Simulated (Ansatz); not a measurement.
## Al2O3: pressure against volume

Reference cell: a refined structure from the COD, its atoms then relaxed with PBE in this cell.

Space group R-3c:H (No. 167); a = 4.7605, c = 12.9956 Å, γ = 120.00°.

| site | Wyckoff | site symmetry | x | y | z |
| --- | --- | --- | --- | --- | --- |
| Al | 12c | 3. | 0.0000 | 0.0000 | 0.8521 |
| O | 18e | .2 | 0.9731 | 0.3333 | 0.0833 |

One atom of each set is listed; the run and its k-mesh use a cell of 10 atoms with edges of 5.13, 5.13, 5.13 Å.

The numbers come from a DFT calculation in Ansatz (PBE, plane waves and PAW, scalar-relativistic, 420 eV cutoff, Γ-centred 8×8×8 k-points, Fermi–Dirac smearing 0.02 eV).

The cell is scaled uniformly, and the ions relax again at each size.

| V/V₀ | pressure (GPa) | gap on the k-mesh (eV) |
| --- | --- | --- |
| 0.94 | 25.4 | 7.01 |
| 0.96 | 18.8 | 6.74 |
| 0.98 | 12.8 | 6.48 |
| 1.00 | 7.3 | 6.22 |
| 1.02 | 2.4 | 5.97 |
| 1.04 | ? | ? |
| 1.06 | -6.1 | 5.51 |

Question: Estimate the row at V/V₀ = 1.04 and the bulk modulus.

Answer: pressure (GPa): -2.1; gap on the k-mesh (eV): 5.74. Worked: a parabola in ln(V/V₀) through the other 6 rows gives -2.1 GPa there. It crosses zero pressure at V/V₀ = 1.030, the equilibrium volume of this functional, where the bulk modulus is B = −dP/d ln V = 231 GPa. The shape of the cell is held, so in this non-cubic crystal both values are those of uniform scaling, and B is an upper bound to the hydrostatic one. The gap falls as the cell grows, by 0.125 eV per per cent of volume.

PBE gaps are too small, by a third to a half in many semiconductors; their changes with volume are better.
